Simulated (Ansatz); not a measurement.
This script for Ansatz 0.2.0, Python API starts 3 runs on C, space group C2/m. What input does the engine get in each?

The script, `c.py`:
```python
'''Relaxed cell of C under several functionals.'''

import ansatz as az
import numpy as np

KGRID = (8, 8, 5)
FILLING = 'fermi_dirac'
EXTRA_BANDS = 8
FORCE_TOL = 0.05

def edges_and_angles(cell):
    cell = np.asarray(cell)
    a, b, c = np.linalg.norm(cell, axis=1)
    cosines = cell[1] @ cell[2] / (b * c), cell[0] @ cell[2] / (a * c), cell[0] @ cell[1] / (a * b)
    return (a, b, c, *np.degrees(np.arccos(cosines)))

material = (
    az.Lattice.of((2.12732031, -1.22828244, 0.0), (2.12732031, 1.22828244, 0.0), (-1.37906963, 0.0, 3.50283008))
    .atom('C', (0.83335553, 0.83335553, 9.304e-05))
    .atom('C', (0.16664447, 0.16664447, 0.99990696))
)

job = (
    material.calculation()
    .kpoints(*KGRID, center='monkhorst-pack')
    .occupations(FILLING)
    .scf(extra_bands=EXTRA_BANDS)
    .relax(cell=True, force_tolerance=FORCE_TOL)
)

levels = [('lda', 'none'), ('pbesol', 'd3bj'), ('blyp', 'd3bj')]
print('level            a       b       c    alpha   beta  gamma  V/atom  steps')
for name, dispersion in levels:
    seen = []
    run = job.functional(name, dispersion=dispersion).session().plan()
    res = run.execute(on_event=lambda e: seen.append(e) if e['event'] == 'relax_step' else None)
    cell = res.lattice.cell_ang
    label = name if dispersion == 'none' else f'{name}+{dispersion}'
    print('{:13s} {:7.4f} {:7.4f} {:7.4f} {:6.2f} {:6.2f} {:6.2f}'.format(label, *edges_and_angles(cell)), f'{abs(np.linalg.det(cell)) / len(res.lattice.sites):7.3f} {len(seen):5d}')
```

Run 1:
```yaml
crystal:
  lattice:
    - [2.12732031, -1.22828244, 0.0]
    - [2.12732031, 1.22828244, 0.0]
    - [-1.37906963, 0.0, 3.50283008]
  atoms:
    - { symbol: C, position: [0.83335553, 0.83335553, 9.304e-05] }
    - { symbol: C, position: [0.16664447, 0.16664447, 0.99990696] }
kpoints:
  mp_grid:
    grid: [8, 8, 5]
    shift: [0.5, 0.5, 0.0]
hamiltonian:
  xc: lda
  dispersion: none
scf:
  n_extra_bands: 8
  occupations:
    method: fermi_dirac
relax:
  f_tol: 0.05
  cell: {}
```

Run 2, against run 1:
```diff
-  xc: lda
-  dispersion: none
+  xc: pbesol
+  dispersion: d3bj
```

Run 3, against run 1:
```diff
-  xc: lda
-  dispersion: none
+  xc: blyp
+  dispersion: d3bj
```

```console
$ python c.py
level            a       b       c    alpha   beta  gamma  V/atom  steps
DeckWarning: basis.ecutwfc = 420 eV, auto-derived from the records' recommended cutoffs: set by C (normal level)
lda            2.4436  2.4436  3.6199 109.23 109.23  60.10   8.664    10
pbesol+d3bj    2.4570  2.4570  3.5841 109.54 109.54  60.09   8.649    11
blyp+d3bj      2.4688  2.4688  3.5635 109.75 109.75  60.09   8.667    11
```
(Warnings from the package without file and line.)

From smallest to largest: PBEsol+D3BJ (8.65 Å³ an atom, -5.5 % against the start), LDA (8.66 Å³ an atom, -5.3 % against the start) and BLYP+D3BJ (8.67 Å³ an atom, -5.3 % against the start). The spread is 0.2 % in volume.

The settings weren't tested for convergence. Within a few hundredths of an angstrom the cell has the higher group R-3m; the lower one is a small distortion. Edges and angles are those of the cell as typed, here a primitive one, not of the conventional cell. Hardware and time: 13 s on 1 thread of AMD EPYC 9R45 96-Core Processor (Zen 5), with other jobs on the host, peak memory 0.4 GiB.
